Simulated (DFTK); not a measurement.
PtSe2 (Sudovikovite):

```xyz
3
Lattice="3.7240 0.0000 0.0000 -1.8620 3.2251 0.0000 0.0000 0.0000 5.0620" Properties=species:S:1:pos:R:3 pbc="T T T"
Pt    0.0000    0.0000    0.0000
Se    1.8620    1.0750    3.7965
Se    0.0000    2.1501    1.2655
```

Base run:

| Property | Result |
| --- | --- |
| Program | DFTK 0.8.2 |
| Functional | PBE |
| Potentials or basis | dojo.nc.sr.pbe.v0_4_1.standard.upf (PBE) |
| Cutoff | 1170 eV |
| k mesh | 8 × 8 × 5 |
| Occupations | fermi-dirac, width 0.05 eV |
| Spin | no spin polarisation |

Its results: band gap on the k mesh none (metal or under the smearing width); pressure 7.2 GPa; largest force 0.589 eV/Å.

The run is repeated on the same cell with these changes: functional from PBE to PBEsol; potentials or basis from dojo.nc.sr.pbe.v0_4_1.standard.upf (PBE) to dojo.nc.sr.pbesol.v0_4_1.standard.upf (PBEsol). What comes out?

Band gap on the k mesh none (metal or under the smearing width); pressure 2.0 GPa; largest force 0.334 eV/Å.

Not every run made on this cell is shown here.
